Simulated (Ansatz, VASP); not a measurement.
## Pd in VASP and in Ansatz

Contents of INCAR:

```
ALGO = Normal ; EDIFF = 1E-7
ENCUT = 520 ; GGA = CA
ISIF = 2 ; ISMEAR = -1
LASPH = True ; LCHARG = True
LELF = True ; LREAL = False
LVHAR = True ; LWAVE = False
NBANDS = 11 ; NELM = 100
PREC = Accurate ; SIGMA = 0.1
```

KPOINTS

```
k-points
0
Gamma
  16 16 16
```

File POSCAR:

```
Pd
1.0
   -1.4865011318      1.4865011318      1.4865011318
    1.4865011318     -1.4865011318      1.4865011318
    1.4865011318      1.4865011318     -1.4865011318
Pd
1
Direct
    0.0000000000      0.0000000000      0.0000000000
```

Input for Ansatz:

```yaml
crystal:
  lattice:
    - [-1.4865011318, 1.4865011318, 1.4865011318]
    - [1.4865011318, -1.4865011318, 1.4865011318]
    - [1.4865011318, 1.4865011318, -1.4865011318]
  atoms:
    - { symbol: Pd, position: [0.0, 0.0, 0.0] }
hamiltonian:
  xc: lda
  pseudopotentials:
    kind: paw
    azcp:
      Pd: "pseudopotentials/Pd.paw.azcp"
basis:
  ecutwfc: 420
  fft_grid_basis: typed
kpoints:
  mp_grid: { grid: [16, 16, 16], shift: [0, 0, 0] }
magnetization:
  spin_polarized: false
scf:
  occupations: { method: fermi_dirac, width: 0.1 }
  lower_state_search: "off"
output:
  stress: true
```

Alike in both runs: task single point; functional LDA; k mesh 16 × 16 × 16; occupations fermi-dirac, width 0.1 eV; no spin polarisation.

```csv
,VASP,Ansatz
version,VASP 6.6.1,Ansatz 0.2.0
potentials or method,"VASP PAW LDA potentials, release 64 (Pd)","plane waves (420 eV) with PAW, scalar-relativistic"
plane-wave cutoff (eV),520,420
valence electrons in the cell,10,18
```

```csv
,VASP,Ansatz,Ansatz less VASP
pressure (GPa),23.2,22.9,-0.31
```

The two sets of potentials don't hold the same shells in valence. Ansatz warned: «pseudo_functional_mismatch».

Caveats: so large a pressure means that the cell lies far from this level's equilibrium, or that cutoff or potentials fall short (VASP).
